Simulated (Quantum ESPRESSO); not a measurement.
Crystal: Be2C.

```
C Be
1.0
     0.00000    2.16500    2.16500
     2.16500    0.00000    2.16500
     2.16500    2.16500    0.00000
C Be
1 2
Cartesian
  0.0000 0.0000 0.0000
  3.2475 3.2475 3.2475
  1.0825 1.0825 1.0825
```

Base run:

```yaml
Program: Quantum ESPRESSO 7.5
Functional: WC
Potentials_or_basis: PseudoDojo 0.4.1 SR PBE standard
Cutoff: 1197 eV
Density_cutoff: 4789 eV
k_mesh: 10 × 10 × 10, shifted
Occupations: fermi-dirac, width 0.05 eV
Spin: no spin polarisation
```

Its results: pressure -0.2 GPa; electronic dielectric tensor (diagonal) 6.98.

The run is repeated on the same cell with these changes: functional from WC to LDA; potentials or basis from PseudoDojo 0.4.1 SR PBE standard to PseudoDojo 0.4.1 SR LDA standard. What comes out?

Pressure -8.4 GPa; electronic dielectric tensor (diagonal) 6.93.

Caveats: the potentials were made for another functional, which shifts forces and pressure (some runs); the cell is more than 3 GPa from zero pressure, which shifts response properties (some runs).
